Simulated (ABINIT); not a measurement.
# ZnAu (Pm-3m) in ABINIT: notebook

One crystal, ZnAu, is run at these levels: PBEsol; tasks: single point, relaxation of cell and atoms.

All numbers are computed with ABINIT 10.8.3 (patched build); they aren't measurements. Logs are shortened: lines on timing, memory, paths and dates and some standing lists are left out, and cuts for length are marked. The log counts tension as positive stress, the text compression.

### Step 1. Starting point

The structure is cubic, space group Pm-3m (No. 221). The conventional cell has a = 3.147 Å, b = 3.147 Å, c = 3.147 Å, α = 90.00°, β = 90.00°, γ = 90.00°. Around Au (site symmetry m-3m) lie 8 Zn at 2.73 Å. Around Zn (site symmetry m-3m) lie 8 Au at 2.73 Å.

### Step 2. Single point, PBEsol

Contents of run.abi:

```
# Pseudopotentials
pp_dirpath "./"
pseudos "Au.upf, Zn.upf"

# Structure
acell 3*1.0 Angstrom
rprim
     3.1470000000     0.0000000000     0.0000000000
     0.0000000000     3.1470000000     0.0000000000
     0.0000000000     0.0000000000     3.1470000000
ntypat 2
znucl 79 30
natom 2
typat 1 2
xred
     0.0000000000     0.0000000000     0.0000000000
     0.5000000000     0.5000000000     0.5000000000

# Plane-wave basis
ecut 38.0

# k points
kptopt 1
ngkpt 6 6 6
nshiftk 1
shiftk 0.0 0.0 0.0

# Exchange and correlation
ixc -116133

# Bands and occupations
nband 24
occopt 3
tsmear 0.05 eV

# SCF cycle
nstep 100
tolvrs 1.0e-10

# Output
iomode 3
prtwf 0
prteig 0
prtebands 0
enunit 1
prtden 1
prtvha 1
prtvclmb 1
prtpot 1
prtelf 1
```

Potentials or basis: PseudoDojo NC SR PBEsol v0.4.1 standard.

The run is started by

```
> abinit run.abi > log 2>&1
```

run.abo:

```text
.Version 10.8.3 of ABINIT
 Symmetries : space group Pm -3 m (#221); Bravais cP (primitive cubic)
================================================================================
 Values of the parameters that define the memory need of the present run
     intxc =       0    ionmov =       0      iscf =       7    lmnmax =       7
     lnmax =       7     mgfft =      36  mpssoang =       4    mqgrid =    3001
     natom =       2  nloc_mem =       1    nspden =       1   nspinor =       1
    nsppol =       1      nsym =      48    n1xccc =    2501    ntypat =       2
    occopt =       3   xclevel =       2
       mpw =        2369          nfft =       46656          nkpt =          20
================================================================================
================================================================================

--------------------------------------------------------------------------------
------------- Echo of variables that govern the present computation ------------
--------------------------------------------------------------------------------
 -outvars: echo values of preprocessed input variables --------
            acell      1.8897261259E+00  1.8897261259E+00  1.8897261259E+00 Bohr
              amu      1.96966540E+02  6.53900000E+01
             ecut      3.80000000E+01 Hartree
           enunit           1
              ixc     -116133
         kptrlatt        6    0    0      0    6    0      0    0    6
          kptrlen      3.56818087E+01
            natom           2
            nband          24
            ngfft          36      36      36
             nkpt          20
            nstep         100
             nsym          48
           ntypat           2
           occopt           3
        prtebands           0
           prteig           0
           prtelf           1
           prtpot           1
         prtvclmb           1
           prtvha           1
            prtwf           0
            rprim      3.1470000000E+00  0.0000000000E+00  0.0000000000E+00
                       0.0000000000E+00  3.1470000000E+00  0.0000000000E+00
                       0.0000000000E+00  0.0000000000E+00  3.1470000000E+00
          spgroup         221
           tolvrs      1.00000000E-10
           tsmear      1.83746611E-03 Hartree
            typat      1  2
           xangst      0.0000000000E+00  0.0000000000E+00  0.0000000000E+00
                       1.5735000000E+00  1.5735000000E+00  1.5735000000E+00
            xcart      0.0000000000E+00  0.0000000000E+00  0.0000000000E+00
                       2.9734840591E+00  2.9734840591E+00  2.9734840591E+00
             xred      0.0000000000E+00  0.0000000000E+00  0.0000000000E+00
                       5.0000000000E-01  5.0000000000E-01  5.0000000000E-01
            znucl       79.00000   30.00000

================================================================================

 chkinp: Checking input parameters for consistency.

[... 99 lines left out ...]
...

 Integrated electronic density in atomic spheres:
 ------------------------------------------------
 Atom  Sphere_radius  Integrated_density
    1        2.00000         15.56759720
    2        2.00000         18.09537955
================================================================================

 ----iterations are completed or convergence reached----

 Mean square residual over all n,k,spin=   65.133E-08; max=  21.052E-05
 reduced coordinates (array xred) for    2 atoms
       0.000000000000      0.000000000000      0.000000000000
       0.500000000000      0.500000000000      0.500000000000
 rms dE/dt=  0.0000E+00; max dE/dt=  0.0000E+00; dE/dt below (all hartree)
    1       0.000000000000      0.000000000000      0.000000000000
    2       0.000000000000      0.000000000000      0.000000000000

 cartesian coordinates (angstrom) at end:
    1      0.00000000000000     0.00000000000000     0.00000000000000
    2      1.57350000000000     1.57350000000000     1.57350000000000

 cartesian forces (hartree/bohr) at end:
    1     -0.00000000000000    -0.00000000000000    -0.00000000000000
    2     -0.00000000000000    -0.00000000000000    -0.00000000000000
 frms,max,avg= 0.0000000E+00 0.0000000E+00   0.000E+00  0.000E+00  0.000E+00 h/b

 cartesian forces (eV/Angstrom) at end:
    1     -0.00000000000000    -0.00000000000000    -0.00000000000000
    2     -0.00000000000000    -0.00000000000000    -0.00000000000000
 frms,max,avg= 0.0000000E+00 0.0000000E+00   0.000E+00  0.000E+00  0.000E+00 e/A
 length scales=  1.889726125908  1.889726125908  1.889726125908 bohr
              =  1.000000000000  1.000000000000  1.000000000000 angstroms
 Fermi (or HOMO) energy (eV) =  11.30367   Average Vxc (eV)= -13.30497
 Eigenvalues (   eV  ) for nkpt=  20  k points:
 kpt#   1, nband= 24, wtk=  0.00463, kpt=  0.0000  0.0000  0.0000 (reduced coord)
-114.87919  -95.17407  -69.18497  -69.18497  -69.18497  -46.44935  -46.44935  -46.44935
   0.54430    3.13008    3.13008    3.83500    3.83500    3.83500    5.80271    5.80271
   7.48753    7.48753    7.48753   16.15145   16.15145   16.15145   20.02760   23.28149
 prteigrs : prtvol=0 or 1, do not print more k-points.

--- !EnergyTerms
iteration_state     : {dtset: 1, }
comment             : Components of total free energy in Hartree
kinetic             :  1.34703843119874E+02
hartree             :  9.44095888733759E+01
xc                  : -4.73808815795294E+01
Ewald energy        : -2.32778675121705E+02
psp_core            :  1.09018788178190E+01
local_psp           : -2.70629605617885E+02
non_local_psp       : -4.55793297945631E+01
internal            : -3.56353181302614E+02
'-kT*entropy'       : -4.72823681517477E-04
total_energy        : -3.56353654126295E+02
total_energy_eV     : -9.69687692259735E+03
band_energy         : -3.64923940973092E+01
...

 Cartesian components of stress tensor (hartree/bohr^3)
  sigma(1 1)=  1.02697432E-04  sigma(3 2)=  0.00000000E+00
  sigma(2 2)=  1.02697432E-04  sigma(3 1)=  0.00000000E+00
  sigma(3 3)=  1.02697432E-04  sigma(2 1)=  0.00000000E+00

-Cartesian components of stress tensor (GPa)         [Pressure= -3.0215E+00 GPa]
- sigma(1 1)=  3.02146278E+00  sigma(3 2)=  0.00000000E+00
- sigma(2 2)=  3.02146278E+00  sigma(3 1)=  0.00000000E+00
- sigma(3 3)=  3.02146278E+00  sigma(2 1)=  0.00000000E+00

== END DATASET(S) ==============================================================
================================================================================

 -outvars: echo values of variables after computation  --------
            acell      1.8897261259E+00  1.8897261259E+00  1.8897261259E+00 Bohr
           etotal     -3.5635365413E+02
            fcart     -0.0000000000E+00 -0.0000000000E+00 -0.0000000000E+00
                      -0.0000000000E+00 -0.0000000000E+00 -0.0000000000E+00
            rprim      3.1470000000E+00  0.0000000000E+00  0.0000000000E+00
                       0.0000000000E+00  3.1470000000E+00  0.0000000000E+00
                       0.0000000000E+00  0.0000000000E+00  3.1470000000E+00
           strten      1.0269743241E-04  1.0269743241E-04  1.0269743241E-04
                       0.0000000000E+00  0.0000000000E+00  0.0000000000E+00
           xangst      0.0000000000E+00  0.0000000000E+00  0.0000000000E+00
                       1.5735000000E+00  1.5735000000E+00  1.5735000000E+00
             xred      0.0000000000E+00  0.0000000000E+00  0.0000000000E+00
                       5.0000000000E-01  5.0000000000E-01  5.0000000000E-01
 Calculation completed.
```

Run time: 37 s. Hardware: 1 thread of AMD EPYC 7R43 (Zen 3), shared host; peak memory 0.08 GiB.

What came out:

* Free energy: -9696.8769 eV
* Pressure: -3.0 GPa
* Band gap on the k mesh: none (metal or under the smearing width)
* Valence electrons inside the program's atomic spheres: Au 15.57; Zn 18.10

### Step 3. Relaxation of cell and atoms, PBEsol

Contents of run.abi:

```
# Pseudopotentials
pp_dirpath "./"
pseudos "Au.GGA_PBE-JTH.xml, Zn.GGA_PBE-JTH.xml"

# Structure
acell 5.9469681142 5.9469681142 5.9469681142
rprim
     1.0000000000     0.0000000000     0.0000000000
     0.0000000000     1.0000000000     0.0000000000
     0.0000000000     0.0000000000     1.0000000000
ntypat 2
znucl 79 30
natom 2
typat 1 2
chkprim 0
chksymtnons 0
tolsym 1.0e-6
xred
            0.0            0.0            0.0
            1/2            1/2            1/2

# Plane-wave basis
ecut 598.650497 eV
pawecutdg 44.0
pawxcdev 0
pawovlp -1
ecutsm 0.5

# k points
kptopt 1
ngkpt 6 6 6
nshiftk 1
shiftk 0.0 0.0 0.0

# Exchange and correlation
ixc -116133

# Bands and occupations
nband 16
occopt 3
tsmear 0.05 eV

# SCF cycle
nstep 80
tolvrs 1.0e-10

# Output
iomode 3
prteig 0
prtebands 0
prtwf 0
prtden 0

# Relaxation
ionmov 2
optcell 2
ntime 50
tolmxf 2.0e-5
dilatmx 1.08
```

Potentials or basis: JTH PAW PBE v2.0.

The run is started by

```
> abinit run.abi > log 2>&1
```

run.abo:

```text
.Version 10.8.3 of ABINIT
 Symmetries : space group Pm -3 m (#221); Bravais cP (primitive cubic)
================================================================================
 Values of the parameters that define the memory need of the present run
     intxc =       0    ionmov =       2      iscf =      17    lmnmax =      18
     lnmax =       6     mgfft =      30  mpssoang =       3    mqgrid =    3001
     natom =       2  nloc_mem =       2    nspden =       1   nspinor =       1
    nsppol =       1      nsym =      48    n1xccc =       1    ntypat =       2
    occopt =       3   xclevel =       2
       mpw =        1324          nfft =       27000          nkpt =          20
 PAW method is used; the additional fine FFT grid is defined by:
   mgfftf=        40    nfftf =     64000
================================================================================
================================================================================

--------------------------------------------------------------------------------
------------- Echo of variables that govern the present computation ------------
--------------------------------------------------------------------------------
 -outvars: echo values of preprocessed input variables --------
            acell      5.9469681142E+00  5.9469681142E+00  5.9469681142E+00 Bohr
              amu      1.96966540E+02  6.53900000E+01
          chkprim           0
      chksymtnons           0
          dilatmx      1.08000000E+00
             ecut      2.20000000E+01 Hartree
           ecutsm      5.00000000E-01 Hartree
           ionmov           2
              ixc     -116133
         kptrlatt        6    0    0      0    6    0      0    0    6
          kptrlen      3.56818087E+01
            natom           2
            nband          16
            ngfft          30      30      30
          ngfftdg          40      40      40
             nkpt          20
            nstep          80
             nsym          48
            ntime          50
           ntypat           2
           occopt           3
          optcell           2
        pawecutdg      4.40000000E+01 Hartree
          pawovlp     -1.0000000000E+00
[... 601 lines left out ...]

 cartesian forces (eV/Angstrom) at end:
    1     -0.00000000000000    -0.00000000000000    -0.00000000000000
    2     -0.00000000000000    -0.00000000000000    -0.00000000000000
 frms,max,avg= 0.0000000E+00 0.0000000E+00   0.000E+00  0.000E+00  0.000E+00 e/A
 length scales=  5.912842265732  5.912842265732  5.912842265732 bohr
              =  3.128941376567  3.128941376567  3.128941376567 angstroms
 Fermi (or HOMO) energy (hartree) =   0.36495   Average Vxc (hartree)=  -0.42608
 Eigenvalues (hartree) for nkpt=  20  k points:
 kpt#   1, nband= 16, wtk=  0.00463, kpt=  0.0000  0.0000  0.0000 (reduced coord)
  -0.03706    0.06100    0.06100    0.08872    0.08872    0.08872    0.15985    0.15985
   0.22273    0.22273    0.22273    0.54569    0.54569    0.54569    0.69313    0.80948
      occupation numbers for kpt#   1
   2.00000    2.00000    2.00000    2.00000    2.00000    2.00000    2.00000    2.00000
   2.00000    2.00000    2.00000    0.00000    0.00000    0.00000    0.00000    0.00000
 prteigrs : prtvol=0 or 1, do not print more k-points.

--- !EnergyTerms
iteration_state     : {dtset: 1, itime: 4, icycle: 1, }
comment             : Components of total free energy in Hartree
kinetic             :  1.55701907843538E+01
hartree             :  1.72066509748941E+01
xc                  : -4.76206572681753E+00
Ewald energy        : -8.14832262425052E+01
psp_core            :  4.83389661034541E+00
local_psp           : -6.85086985655502E+01
PAW spherical_terms :  1.86275637804056E+01
internal            : -9.85156883848740E+01
'-kT*entropy'       : -4.65754649624358E-04
total_energy        : -9.85161541395237E+01
total_energy_eV     : -2.68076112175918E+03
...

--- !EnergyTermsDC
iteration_state     : {dtset: 1, itime: 4, icycle: 1, }
comment             : '"Double-counting" decomposition of free energy'
band_energy         :  3.22570818011048E+00
Ewald energy        : -8.14832262425052E+01
psp_core            :  4.83389661034541E+00
xc_dc               : -1.62337926728799E+01
PAW spherical_terms : -8.85827524228035E+00
internal            : -9.85156893672095E+01
'-kT*entropy'       : -4.65754649624358E-04
total_energy_dc     : -9.85161551218591E+01
total_energy_dc_eV  : -2.68076114848989E+03
...

--- !EnergyTermsWithPAWCore
iteration_state     : {dtset: 1, itime: 4, icycle: 1, }
comment             : 'Components of total free energy, including PAW core contributions'
Total energy        : -2.08014896094480E+04
Total energy DC     : -2.08014896104303E+04
Total energy (eV)   : -5.66037368254450E+05
Total energy DC (eV): -5.66037368281181E+05
...

 Cartesian components of stress tensor (hartree/bohr^3)
  sigma(1 1)=  7.73068283E-08  sigma(3 2)=  0.00000000E+00
  sigma(2 2)=  7.73068283E-08  sigma(3 1)=  0.00000000E+00
  sigma(3 3)=  7.73068283E-08  sigma(2 1)=  0.00000000E+00

-Cartesian components of stress tensor (GPa)         [Pressure= -2.2744E-03 GPa]
- sigma(1 1)=  2.27444541E-03  sigma(3 2)=  0.00000000E+00
- sigma(2 2)=  2.27444541E-03  sigma(3 1)=  0.00000000E+00
- sigma(3 3)=  2.27444541E-03  sigma(2 1)=  0.00000000E+00

== END DATASET(S) ==============================================================
================================================================================

 -outvars: echo values of variables after computation  --------
            acell      5.9128422657E+00  5.9128422657E+00  5.9128422657E+00 Bohr
           etotal     -9.8516155122E+01
            fcart     -0.0000000000E+00 -0.0000000000E+00 -0.0000000000E+00
                      -0.0000000000E+00 -0.0000000000E+00 -0.0000000000E+00
           strten      7.7306828310E-08  7.7306828338E-08  7.7306828290E-08
                       0.0000000000E+00  0.0000000000E+00  0.0000000000E+00
           xangst      0.0000000000E+00  0.0000000000E+00  0.0000000000E+00
                       1.5644706883E+00  1.5644706883E+00  1.5644706883E+00
             xred      0.0000000000E+00  0.0000000000E+00  0.0000000000E+00
                       5.0000000000E-01  5.0000000000E-01  5.0000000000E-01
 Calculation completed.
```

Run time: 2.7 min. Hardware: 1 thread of Intel Xeon Platinum 8488C (Sapphire Rapids), shared host; peak memory 0.12 GiB.

Results:

| Property | Result |
| --- | --- |
| Free energy | -2680.7611 eV |
| Relaxed volume | 15.32 Å³/atom |
| Relaxed cell | a = 3.129 Å, b = 3.129 Å, c = 3.129 Å, α = 90.00°, β = 90.00°, γ = 90.00° |
| Space group after relaxing (to 0.05 Å) | Pm-3m (No. 221) |
| Energy gained by relaxing | 2.0 meV/atom |
| Ionic steps | 4 |
| Pressure after relaxing | 0.0 GPa |
| Band gap on the k mesh | none (metal or under the smearing width) |

Step by step:
```
step  energy change (eV)  largest force (eV/Å)  pressure (GPa)  volume (Å³)
   1              0.0000                0.0000           -2.28        31.17
   2             -0.0025                0.0000           -1.40        30.95
   3             -0.0039                0.0000            0.10        30.61
   4             -0.0039                0.0000            0.00        30.63
```

Final structure:
```
CELL_PARAMETERS angstrom
3.12894 0.00000 0.00000
0.00000 3.12894 0.00000
0.00000 0.00000 3.12894
ATOMIC_POSITIONS crystal
Au 0.00000 0.00000 0.00000
Zn 0.50000 0.50000 0.50000
```

Caveat: the PAW data sets were made with another functional, which shifts forces and pressure a little. Spin-orbit coupling is left out, which matters for the levels of Au.
